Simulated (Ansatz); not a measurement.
Crystal: Mo.

```
CELL_PARAMETERS angstrom
-1.58381 1.58381 1.58381
1.58381 -1.58381 1.58381
1.58381 1.58381 -1.58381
ATOMIC_POSITIONS crystal
Mo 0.00000 0.00000 0.00000
```

```yaml
Program: Ansatz 0.2.0
Task: relaxation of cell and atoms
Functional: revPBE
Dispersion: D3(BJ)
Potentials_or_basis: all-electron LAPW, scalar-relativistic
Basis_error_allowed: 0.001 eV/atom
k_mesh: 12 × 12 × 12
Occupations: fermi-dirac, width 0.05 eV
Spin: no spin polarisation
```

At the start: volume 15.89 Å³/atom.

Problem. Where does the relaxation end?

Solution. Over 5 steps the energy falls by 35.3 meV/atom and the volume is 15.09 Å³/atom (-5.1 %); space group Im-3m (No. 229, to 0.05 Å).

The path:
| step | energy change (eV) | largest force (eV/Å) | volume (Å³) |
| --- | --- | --- | --- |
| 1 | 0.0000 | 0.0000 | 15.89 |
| 2 | -0.0344 | 0.0000 | 15.20 |
| 3 | -0.0353 | 0.0000 | 15.07 |
| 4 | -0.0353 | 0.0000 | 15.09 |
| 5 | -0.0353 | 0.0000 | 15.09 |

Final structure:
```xyz
1
Lattice="-1.5566 1.5566 1.5566 1.5566 -1.5566 1.5566 1.5566 1.5566 -1.5566" Properties=species:S:1:pos:R:3 pbc="T T T"
Mo    0.0000    0.0000    0.0000
```
